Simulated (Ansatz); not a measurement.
# A vibration from a frozen displacement in TiC

Level of theory: DFT PBEsol, scalar-relativistic, plane waves, PAW (Ansatz 0.2.0). Cutoff 420 eV, Γ-centred 24×24×24 k-points, Gaussian smearing of 0.15 eV. No spin polarisation. Energies are free energies at this smearing, counted from the undisturbed cell; pressure is positive in compression.

Zero of the scan (relaxed at this level):

```yaml
crystal:
  lattice:
    - [0.00000, 2.14669, 2.14669]
    - [2.14669, 0.00000, 2.14669]
    - [2.14669, 2.14669, 0.00000]
  atoms:
    - { symbol: Ti, position: [0.00000, 0.00000, 0.00000] }
    - { symbol: C, position: [0.50000, 0.50000, 0.50000] }
```

Every C atom is moved by x along the Cartesian unit vector (0.000, 0.000, 1.000); the cell and all other atoms stay fixed. The cell's volume is 19.78 Å³; the moved atoms weigh 12.011 u together and the others 47.867 u. Some rows repeat others by symmetry and weren't run.

```csv
x (Å),ΔE (meV/cell),total force on the moved atoms along the move (eV/Å),pressure (GPa)
-0.5000,1754.43,9.4006,37.1837
-0.4375,1238.21,7.1996,27.7031
-0.3750,845.20,5.4428,19.7922
-0.3125,550.19,4.0518,13.3741
-0.2500,333.11,2.9313,8.3292
-0.1875,179.72,2.0022,4.5614
-0.1250,79.04,1.2556,1.9809
-0.0625,20.01,0.6353,0.4738
0.0000,0.00,0.0000,-0.0193
0.0625,20.01,-0.6353,0.4738
0.1250,79.04,-1.2556,1.9809
0.1875,179.72,-2.0022,4.5614
0.2500,333.11,-2.9313,8.3292
0.3125,550.19,-4.0518,13.3741
0.3750,845.20,-5.4428,19.7922
0.4375,1238.21,-7.1996,27.7031
0.5000,1754.43,-9.4006,37.1837
```

Question: What frequency belongs to this motion?

Answer: The force constant is k = −dF/dx = 10.165 eV/Å², from the parabola through x = -0.0625, 0 and 0.0625. In every cell the moved atoms swing against the rest, so the mass is μ = m₁m₂/(m₁ + m₂) = 9.602 u, and ν̃ = 521.5 cm⁻¹ × √(|k|/μ) = 537 cm⁻¹. To first order in x, and within 1 %, the force on every atom lies along the move and, within each of the two groups, in proportion to the atom's mass, so this is itself a mode at the zone centre of this cell.

Question: How far does the harmonic law reach?

Answer: At x = -0.500 Å, kx²/2 = 1270.60 meV against the computed 1754.43 meV (+38.1 %): the well stiffens in this direction at large amplitude.

Question: The pressure changes with x². What does that say about the frequency under compression?

Answer: With E = k(V)x²/2, k ∝ V^(−2γ) and x scaling with the cell as V^(1/3), P − P0 = −∂E/∂V = (2γ − 2/3) ΔE/V. At x = 0.1250 Å, V(P − P0) = 19.78 × 2.00020 / 160.2 eV = 247.00 meV and ΔE = 79.04 meV, so γ = 1/3 + V(P − P0)/(2ΔE) = 1.90. This is the Grüneisen parameter of the motion under uniform scaling of the cell: shrinking the cell evenly by 1 % in volume raises the frequency by about 1.90 %.

In a metal these slopes depend on the k mesh and the smearing.

The carbon sublattice sits in a stiff, single well, as expected for TiC, where filled Ti 3d–C 2p bonding states carry much of the cohesion and the light carbon atom does most of the moving. Inversion symmetry removes the cubic term, so the departure from harmonic behaviour is even in x. It doesn't set in as uniform stiffening: at 0.1250 Å the restoring force falls marginally short of linear, and only from 0.1875 Å on does it exceed the harmonic value by a growing margin. The likely reason is that each carbon atom moves straight towards one Ti neighbour, and the steep short-range repulsion outweighs the weakening of the opposite bond. The same repulsion probably accounts for the outward push on the cell and the positive Grüneisen parameter. Because TiC is metallic, its carriers screen the long-range field that would split the longitudinal and transverse optical modes in an insulator, so one frequency serves for both at the zone centre. The large-amplitude stiffening is established only along the cube axis; other directions may differ.
